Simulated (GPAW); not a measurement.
Crystal: Al2Pt.

```
Pt Al
1.0
     0.00000    2.95500    2.95500
     2.95500    0.00000    2.95500
     2.95500    2.95500    0.00000
Pt Al
1 2
Direct
  0.00000 0.00000 0.00000
  0.75000 0.75000 0.75000
  0.25000 0.25000 0.25000
```

```yaml
Program: GPAW 26.7.0
Task: relaxation of cell and atoms
Functional: PBEsol
Dispersion: D3(BJ)+ATM
Potentials_or_basis: PAW data sets generated in the run's folder for this functional
Cutoff: 600 eV
Basis: pw
k_mesh: 8 × 8 × 8
Occupations: fermi-dirac, width 0.05 eV
Spin: no spin polarisation
```

At the start: pressure -3.6 GPa; volume 17.20 Å³/atom.

Problem. Where does the relaxation end?

Solution. Over 3 steps the energy falls by 5.2 meV/atom and the volume is 16.75 Å³/atom (-2.7 %); space group Fm-3m (No. 225, to 0.05 Å).

The path:
```
step  energy change (eV)  largest force (eV/Å)  pressure (GPa)  volume (Å³)
   1              0.0000                0.0000           -3.62        51.61
   2             -0.0058                0.0000           -2.89        51.32
   3             -0.0155                0.0000            0.10        50.24
```

Final structure:
```
CELL_PARAMETERS angstrom
0.00000 2.92859 2.92859
2.92859 0.00000 2.92859
2.92859 2.92859 0.00000
ATOMIC_POSITIONS crystal
Pt 0.00000 0.00000 0.00000
Al 0.75000 0.75000 0.75000
Al 0.25000 0.25000 0.25000
```

Caveat: later steps reuse the first step's grids; pairwise dispersion overbinds metals, which lowers pressure and volume.
